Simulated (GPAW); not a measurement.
Set up this calculation in GPAW 26.7.0, as an ASE script.

```
Task                : band structure
Functional          : revPBE
Potentials or basis : the program's PAW data sets (release 1.2.1) made for this functional
Cutoff              : 600 eV
Basis               : pw
k mesh              : 12 × 12 × 12
Occupations         : fermi-dirac, width 0.05 eV
Spin                : no spin polarisation
Maxiter             : 150
Band path           : GXWKGLUWLK,UX
Band points         : 80
```

The structure of Ir lies in Ir.xyz:

```xyz
1
Lattice="0.0000000000 1.9156000000 1.9156000000 1.9156000000 0.0000000000 1.9156000000 1.9156000000 1.9156000000 0.0000000000" Properties=species:S:1:pos:R:3 pbc="T T T"
Ir     0.0000000000      0.0000000000      0.0000000000
```

These files were run (other wordings do the same):

run.py

```python
from ase.dft.bandgap import bandgap
from ase.io import read, write
from ase.units import GPa
from gpaw import GPAW, PW

atoms = read('Ir.xyz')

calc = GPAW(mode=PW(600),
            xc='revPBE',
            kpts={'size': (12, 12, 12), 'gamma': True},
            occupations={'name': 'fermi-dirac', 'width': 0.05},
            nbands=16,
            convergence={'density': 1e-05, 'energy': 1e-05},
            maxiter=150,
            txt='gpaw.txt')
atoms.calc = calc
energy = atoms.get_potential_energy()
forces = atoms.get_forces()
stress = atoms.get_stress()
calc.write('gs.gpw')
write('result.traj', atoms)
print(f'Energy: {energy:.6f} eV')
print('Forces (eV/A):')
print(forces.round(4))
print('Stress (GPa):', (stress / GPa).round(3))
print('Fermi level:', round(calc.get_fermi_level(), 4), 'eV')
print(f'Gap: {bandgap(calc)[0]:.4f} eV, direct: {bandgap(calc, direct=True)[0]:.4f} eV')

path = atoms.cell.bandpath('GXWKGLUWLK,UX', npoints=80, eps=1e-4)
bs_calc = calc.fixed_density(kpts=path, symmetry='off', nbands=24,
                             convergence={'bands': 'CBM+6.0', 'eigenstates': 1e-6}, txt='bands.txt')
bs = bs_calc.band_structure()
bs.write('bs.json')
print(f'Gap on the path: {bandgap(bs_calc)[0]:.4f} eV')
```

Potentials or basis: the program's PAW data sets (release 1.2.1) made for this functional, pw.

Run with:

```bash
$ OMP_NUM_THREADS=1 python run.py
```

It gave:

| Property | Result |
| --- | --- |
| Pressure | 13.4 GPa |
| Band gap along the path | none (metal or under the smearing width) |

Caveat: spin-orbit coupling is left out, which moves the levels of the heavy elements.

It took 16 s on 1 thread of Intel(R) Xeon(R) Platinum 8488C (Sapphire Rapids), with other jobs on the host, peak memory 0.17 GiB.
